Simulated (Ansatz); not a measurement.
Runs of Ansatz 0.2.0 on CdSe. Symmetry: Pm-3m, No. 221, cubic system. Conventional cell: a = 3.557 Å, b = 3.557 Å, c = 3.557 Å, α = 90.00°, β = 90.00°, γ = 90.00°. Cd (site symmetry m-3m) is surrounded by 8 Se at 3.08 Å. Se (site symmetry m-3m) has 8 Cd at 3.08 Å as nearest neighbours. The cell was built by a generator and needn't be a form met in nature.

```csv
task,level,cell,smearing,gap on the mesh (eV),pressure (GPa),relaxed volume (Å³/atom)
relaxation of cell and atoms,PBEsol,relaxed,fermi-dirac 0.05 eV,none,0.0,21.11
single point,PBE,as given,fermi-dirac 0.05 eV,none,0.0,-
single point,PBE,as given,gaussian 0.011 eV,none,0.0,-
relaxation of cell and atoms,PBEsol+D4,relaxed,fermi-dirac 0.05 eV,none,0.0,(a)
relaxation of cell and atoms,PBEsol+D3(BJ),relaxed,fermi-dirac 0.05 eV,none,0.0,20.18
```

Alike in all rows: potentials or basis Ansatz PAW; no spin polarisation; k mesh 8 × 8 × 8; cutoff (eV) 420.

Problem. Fill in the values left out.

Solution. (a) 20.55.

Caveats: the plane-wave basis is chosen anew once the cell has moved, so the energies of steps on either side of that aren't comparable (some runs); the PAW data sets come from PBE, with cores solved anew for the run's functional, which leaves a small shift of forces and pressure (some runs); pairwise dispersion overbinds metals, which lowers pressure and volume (some runs).

A k mesh can miss the band edges, and the runs leave out spin-orbit coupling on Cd, Se.

A gap of «none» marks a metal or a gap under the smearing width.
